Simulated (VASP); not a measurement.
The system is KBr.

```
K Br
1.0
     0.00000    6.60000    6.60000
     6.60000    0.00000    6.60000
     6.60000    6.60000    0.00000
K Br
8 8
Cartesian
  0.0000 0.0000 0.0000
  3.3000 3.3000 0.0000
  3.3000 0.0000 3.3000
  6.6000 3.3000 3.3000
  0.0000 3.3000 3.3000
  3.3000 6.6000 3.3000
  3.3000 3.3000 6.6000
  6.6000 6.6000 6.6000
  3.3000 3.3000 3.3000
  6.6000 6.6000 3.3000
  6.6000 3.3000 6.6000
  9.9000 6.6000 6.6000
  3.3000 6.6000 6.6000
  6.6000 9.9000 6.6000
  6.6000 6.6000 9.9000
  9.9000 9.9000 9.9000
```

- Program: VASP 6.6.1
- Task: phonon dispersion
- Functional: PBEsol
- Potentials or basis: VASP PAW PBE potentials, release 64 (K_sv, Br)
- Cutoff: 520 eV
- k mesh: 2 × 2 × 2
- Occupations: gaussian, width 0.03 eV
- Spin: no spin polarisation
- Long-range dipole term: yes
- Supercell matrix: [2, 0, 0, 0, 2, 0, 0, 0, 2]
- Further INCAR settings: LREAL = Auto; ALGO = Normal; EDIFF = 1e-07; IBRION = 6; POTIM = 0.015; NSW = 1

Q: Is this structure dynamically stable at this level, and how far does the spectrum reach?

A: Yes, as far as this q mesh shows: no mode on the path is imaginary. The highest frequency is 152 cm⁻¹.

Phonon frequencies at the corners of the path (cm⁻¹, interpolated; i marks imaginary ones):
| point | frequencies |
| --- | --- |
| Γ | 0 0 0 101 101 152 |
| X | 22 22 61 108 108 115 |
| W | 45 45 56 101 113 113 |
| K | 36 53 54 101 113 115 |
| L | 52 52 78 91 91 139 |
| U | 36 53 54 101 113 115 |

A q mesh this small can miss soft modes between its points.

Caveat: the k mesh is coarse (spacing up to 0.41 Å⁻¹), so the values aren't converged.
